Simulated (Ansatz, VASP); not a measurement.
One calculation of SnSe, two programs

INCAR

```
SYSTEM = SnSe
  ALGO = Normal
  EDIFF = 1E-6
  ENCUT = 520
  GGA = PE
  ISIF = 2
  ISMEAR = -1
  LASPH = .TRUE.
  LCHARG = .TRUE.
  LELF = .TRUE.
  LREAL = .FALSE.
  LVHAR = .TRUE.
  LWAVE = .FALSE.
  NBANDS = 17
  NELM = 100
  PREC = Accurate
  SIGMA = 0.28
```

KPOINTS

```
k-points
0
G
  9 9 9
  0 0 0
```

The input POSCAR:

```
SnSe
1.0
    0.0000000000      3.0100000000      3.0100000000
    3.0100000000      0.0000000000      3.0100000000
    3.0100000000      3.0100000000      0.0000000000
Sn Se
1 1
Direct
    0.0000000000      0.0000000000      0.0000000000
    0.5000000000      0.5000000000      0.5000000000
```

Input for Ansatz:

```yaml
crystal:
  lattice:
    - [0.0, 3.01, 3.01]
    - [3.01, 0.0, 3.01]
    - [3.01, 3.01, 0.0]
  atoms:
    - { symbol: Sn, position: [0.0, 0.0, 0.0] }
    - { symbol: Se, position: [0.5, 0.5, 0.5] }
kpoints:
  mp_grid: { grid: [9, 9, 9] }
scf:
  occupations: { method: fermi_dirac, width: 0.28 }
hamiltonian:
  xc: pbe
  pseudopotentials: { kind: all_electron, lapw: { basis_error: 0.00025 } }
output:
  forces: true
  stress: true
  eigenvalues: true
```

Alike in both runs: task single point; functional PBE; k mesh 9 × 9 × 9; occupations fermi-dirac, width 0.28 eV; no spin polarisation.

|  | VASP | Ansatz |
| --- | --- | --- |
| version | VASP 6.6.1 | Ansatz 0.2.0 |
| potentials or method | VASP PAW PBE potentials, release 64 (Sn_d, Se) | all-electron LAPW, scalar-relativistic |
| plane-wave cutoff (eV) | 520 | see its input |

|  | VASP | Ansatz | Ansatz less VASP |
| --- | --- | --- | --- |
| pressure (GPa) | 0.9 | 0.9 | +0.01 |

Ansatz ran all-electron here, so the differences hold the error of VASP's frozen core and of both bases.
